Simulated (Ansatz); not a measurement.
Write the native input for Ansatz 0.2.0 that does the following.

```
Task                                : band structure
Functional                          : PBE
Potentials or basis                 : Ansatz PAW
Cutoff                              : 420 eV (not typed: the program's choice for these potentials)
k mesh                              : 13 × 13 × 13
Occupations                         : fermi-dirac, width 0.05 eV
Spin                                : no spin polarisation
Path                                : [["G", "X", "W", "K", "G", "L", "U", "W", "L", "K"], ["U", "X"]]
Points for each segment of the path : 14
```

The system is C.

```
CELL_PARAMETERS angstrom
0.00000 1.78337 1.78337
1.78337 0.00000 1.78337
1.78337 1.78337 0.00000
ATOMIC_POSITIONS crystal
C 0.75000 0.75000 0.75000
C 0.50000 0.50000 0.50000
```

This isn't the form of C at room conditions, which is graphite.

The input as run:

input.yaml

```yaml
crystal:
  lattice:
    - [0.0, 1.78337, 1.78337]
    - [1.78337, 0.0, 1.78337]
    - [1.78337, 1.78337, 0.0]
  atoms:
    - { symbol: C, position: [0.75, 0.75, 0.75] }
    - { symbol: C, position: [0.5, 0.5, 0.5] }
hamiltonian:
  xc: pbe
  pseudopotentials: { kind: paw }
kpoints:
  mp_grid: { grid: [13, 13, 13] }
  band_path:
    path:
      - [[0.0, 0.0, 0.0], [0.5, 0.0, 0.5], [0.5, 0.25, 0.75], [0.375, 0.375, 0.75], [0.0, 0.0, 0.0], [0.5, 0.5, 0.5], [0.625, 0.25, 0.625], [0.5, 0.25, 0.75], [0.5, 0.5, 0.5], [0.375, 0.375, 0.75]]
      - [[0.625, 0.25, 0.625], [0.5, 0.0, 0.5]]
    npoints: 14
scf:
  occupations: { method: fermi_dirac, width: 0.05 }
  n_extra_bands: 6
output:
  forces: true
  stress: true
  eigenvalues: true
  fatbands: false
  write_density: true
  write_potential: true
  elf: true
  volumetric_format: npy
```

Potentials or basis: Ansatz PAW.

Command:

```sh
$ ansatz run input.yaml --threads 2 --pin off --max-ram 5632MiB --backend cpu --events-out ev --progress --plain --runs-dir out
```

It gave:

- Pressure: 1.8 GPa
- Band gap on the k mesh: 4.15 eV, indirect (least direct gap 5.59 eV)
- Band gap along the path: 4.14 eV, indirect (least direct gap 5.59 eV)

Caveat: the pressure holds a Pulay correction of +1.0 GPa for the finite cutoff.

Wall time 0.8 s on 2 threads of Arm Neoverse V1, on a shared host, peak memory 0.24 GiB.
